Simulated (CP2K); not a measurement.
PbS:

```xyz
4
Lattice="6.3421 0.0000 0.0000 -4.9778 3.9298 0.0000 0.0000 0.0000 4.2793" Properties=species:S:1:pos:R:3 pbc="T T T"
Pb   -3.4998    3.4167    1.0698
Pb    4.8641    0.5131    3.2095
S    -0.9615    2.5355    1.0698
S     2.3258    1.3943    3.2095
```

Measurements of this composition are mostly on another form, of space group No. 225.

Base run:

- Program: CP2K 2026.2
- Functional: PBE
- Potentials or basis: GTH_POTENTIALS Pb GTH-PBE-q4, S GTH-PBE-q6; DZVP-MOLOPT-SR-GTH basis
- Density cutoff: 6123 eV
- k mesh: 7 × 7 × 6
- Occupations: fermi-dirac, width 0.05 eV
- Spin: no spin polarisation

Its results: band gap on the k mesh 1.18 eV, indirect (least direct gap 1.40 eV); pressure 1.2 GPa; largest force 0.128 eV/Å.

Task: After a change of settings the same cell gave: band gap on the k mesh 1.13 eV, indirect (least direct gap 1.38 eV); pressure -0.1 GPa; largest force 0.050 eV/Å. Which change was it?
A. potentials or basis from GTH_POTENTIALS Pb GTH-PBE-q4, S GTH-PBE-q6; DZVP-MOLOPT-SR-GTH basis to GTH_POTENTIALS Pb GTH-PADE-q4, S GTH-PADE-q6; DZVP-MOLOPT-SR-GTH basis; potentials from Pb GTH-PBE-q4 of GTH_POTENTIALS, S GTH-PBE-q6 of GTH_POTENTIALS to Pb GTH-PADE-q4 of GTH_POTENTIALS, S GTH-PADE-q6 of GTH_POTENTIALS
B. potentials or basis from GTH_POTENTIALS Pb GTH-PBE-q4, S GTH-PBE-q6; DZVP-MOLOPT-SR-GTH basis to POTENTIAL_UZH Pb GTH-PBE0-q4, S GTH-PBE0-q6; DZVP-MOLOPT-SR-GTH basis; potentials from Pb GTH-PBE-q4 of GTH_POTENTIALS, S GTH-PBE-q6 of GTH_POTENTIALS to Pb GTH-PBE0-q4 of POTENTIAL_UZH, S GTH-PBE0-q6 of POTENTIAL_UZH
C. potentials or basis from GTH_POTENTIALS Pb GTH-PBE-q4, S GTH-PBE-q6; DZVP-MOLOPT-SR-GTH basis to GTH_POTENTIALS Pb GTH-BLYP-q4, S GTH-BLYP-q6; DZVP-MOLOPT-SR-GTH basis; potentials from Pb GTH-PBE-q4 of GTH_POTENTIALS, S GTH-PBE-q6 of GTH_POTENTIALS to Pb GTH-BLYP-q4 of GTH_POTENTIALS, S GTH-BLYP-q6 of GTH_POTENTIALS

Result: C.

Caveats: spin-orbit coupling is left out, which as a rule narrows the gap of such compounds by several tenths of an eV; an odd mesh through Γ misses points on the zone boundary, where band edges often lie; the basis of atomic orbitals isn't converged, which shifts pressures, moduli and gaps; the potentials were made for another functional, which shifts forces and pressure (some runs).
